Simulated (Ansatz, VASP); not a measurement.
## MgO in VASP and in Ansatz

INCAR

```
SYSTEM = MgO
PREC = Accurate
ENCUT = 520
EDIFF = 1E-7
ISMEAR = 0
SIGMA = 0.05
LREAL = .FALSE.
LASPH = .TRUE.
NELM = 80
ALGO = Normal
ISIF = 2
LWAVE = .FALSE.
LCHARG = .TRUE.
GGA = PE
LELF = .TRUE.
LVHAR = .TRUE.
NBANDS = 26
```

The input KPOINTS:

```
Automatic mesh
0
G
  9 9 2
  0 0 0
```

Contents of POSCAR:

```
MgO
1.0
    3.1165000000      0.0000000000      0.0000000000
   -1.5582500000      2.6989681709      0.0000000000
    0.0000000000      0.0000000000     10.5138967343
Mg O
4 4
Direct
    0.3333333333      0.6666666667      0.9694906392
    0.0000000000      0.0000000000      0.2208211786
    0.0000000000      0.0000000000      0.7208211786
    0.6666666667      0.3333333333      0.4694906392
    0.3333333333      0.6666666667      0.7800420079
    0.0000000000      0.0000000000      0.5296443544
    0.0000000000      0.0000000000      0.0296443544
    0.6666666667      0.3333333333      0.2800420079
```

Input for Ansatz:

```yaml
crystal:
  lattice:
    - [3.1165, 0.0, 0.0]
    - [-1.55825, 2.6989681709, 0.0]
    - [0.0, 0.0, 10.5138967343]
  atoms:
    - { symbol: Mg, position: [0.3333333333, 0.6666666667, 0.9694906392] }
    - { symbol: Mg, position: [0.0, 0.0, 0.2208211786] }
    - { symbol: Mg, position: [0.0, 0.0, 0.7208211786] }
    - { symbol: Mg, position: [0.6666666667, 0.3333333333, 0.4694906392] }
    - { symbol: O, position: [0.3333333333, 0.6666666667, 0.7800420079] }
    - { symbol: O, position: [0.0, 0.0, 0.5296443544] }
    - { symbol: O, position: [0.0, 0.0, 0.0296443544] }
    - { symbol: O, position: [0.6666666667, 0.3333333333, 0.2800420079] }
basis:
  ecutwfc: 520.0
kpoints:
  mp_grid: { grid: [9, 9, 2] }
hamiltonian:
  xc: pbe
  pseudopotentials: { kind: paw, azcp: { folder: soft_1 } }
scf:
  occupations: { method: gaussian, width: 0.05 }
output:
  forces: true
  stress: true
  eigenvalues: true
```

Alike in both runs: task single point; functional PBE; k mesh 9 × 9 × 2; occupations gaussian, width 0.05 eV; no spin polarisation.

|  | VASP | Ansatz |
| --- | --- | --- |
| version | VASP 6.6.1 | Ansatz 0.2.0 |
| potentials or method | VASP PAW PBE potentials, release 64 (Mg, O) | scalar-relativistic, plane waves, PAW |
| plane-wave cutoff (eV) | 520 | 520 |
| valence electrons in the cell | 32 | 64 |

VASP gave:

- gap on the k mesh at the Fermi level (eV): 4.07
- least direct gap on the mesh (eV): 4.07
- pressure (GPa): 14.9
- largest component of the traceless stress (GPa): 10.21
- rms of the force components (eV/Å): 0.334

Question: Estimate Ansatz's values.

Answer: gap on the k mesh at the Fermi level (eV): 4.09; least direct gap on the mesh (eV): 4.09; pressure (GPa): 15.2; largest component of the traceless stress (GPa): 10.06; rms of the force components (eV/Å): 0.328.

Atom by atom the forces differ by 0.006 eV/Å (rms over components). With one functional, cell and mesh, what is left measures potentials, basis and numerics. The two sets of potentials don't hold the same shells in valence.

Expect the measured gap to be larger: semilocal functionals such as PBE lack the derivative discontinuity.
